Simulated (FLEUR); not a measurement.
Runs of FLEUR MaX-R8.1 (later development tree) on BN. The structure is cubic, space group F-43m (No. 216). Conventional cell: a = 3.626 Å, b = 3.626 Å, c = 3.626 Å, α = 90.00°, β = 90.00°, γ = 90.00°. N (site symmetry -43m) is surrounded by 4 B at 1.57 Å. B (site symmetry -43m) is surrounded by 4 N at 1.57 Å. The cell is a database's computed one.

| task | level | spin | fixed moment (μB) | cell | smearing | inpgen profile | gmax | muffin-tin radii | lmax | max iterations | kmax | gap on the mesh (eV) | moment (μB) | V0 of scaled cells (Å³/atom) | B0 (GPa) |
| --- | --- | --- | --- | --- | --- | --- | --- | --- | --- | --- | --- | --- | --- | --- | --- |
| equation of state | RPBE | off | - | as given | fermi-dirac 0.05 eV | fastHighL | 16.3 1/bohr | N 1.33, B 1.33 bohr | N 8, B 8 | - | 5.26 1/bohr | - | - | 6.05 | 359 |
| single point | revPBE | collinear, ferromagnetic start | 0.62 | as given | fermi-dirac 0.05 eV | moderate | 22.5 1/bohr | N 1.37, B 1.37 bohr | N 5, B 5 | 60 | 4.5 1/bohr | - | 0.62 | - | - |
| band structure | RPBE | off | - | as given | fermi-dirac 0.05 eV | - | 16.3 1/bohr | N 1.37, B 1.37 bohr | N 8, B 8 | 60 | 5.26 1/bohr | 4.73 | - | - | - |
| single point | LDA exchange alone (X-alpha) | collinear, ferromagnetic start | - | as given | fermi-dirac 0.05 eV | fastHighL | 15.8 1/bohr | N 1.37, B 1.37 bohr | N 8, B 8 | 60 | 5.11 1/bohr | (b) | 0.00 | - | - |
| density of states | PBEsol | off | - | volume scaled by 1.15 | gaussian 0.1 eV | fastHighL | 15.1 1/bohr | N 1.44, B 1.44 bohr | N 8, B 8 | 60 | 4.86 1/bohr | 4.17 | - | - | - |
| equation of state | RPBE | off | - | as given | fermi-dirac 0.05 eV | - | 16.8 1/bohr | N 1.33, B 1.33 bohr | N 8, B 8 | - | 5.41 1/bohr | - | - | 6.05 | (a) |

Alike in all rows: potentials or basis all-electron, FLAPW; k mesh 13 × 13 × 13.

Task: Fill in the values left out.

Result: (a) 358; (b) 4.26.

Caveats: an odd mesh through Γ misses points on the zone boundary, where band edges often lie (some runs); the plane-wave cutoff is short for the small spheres of the light atoms, so energies, forces and moduli aren't converged (some runs); the total moment is fixed, so each spin has its own Fermi level (some runs).

Runs at the PBE level aren't shown here.
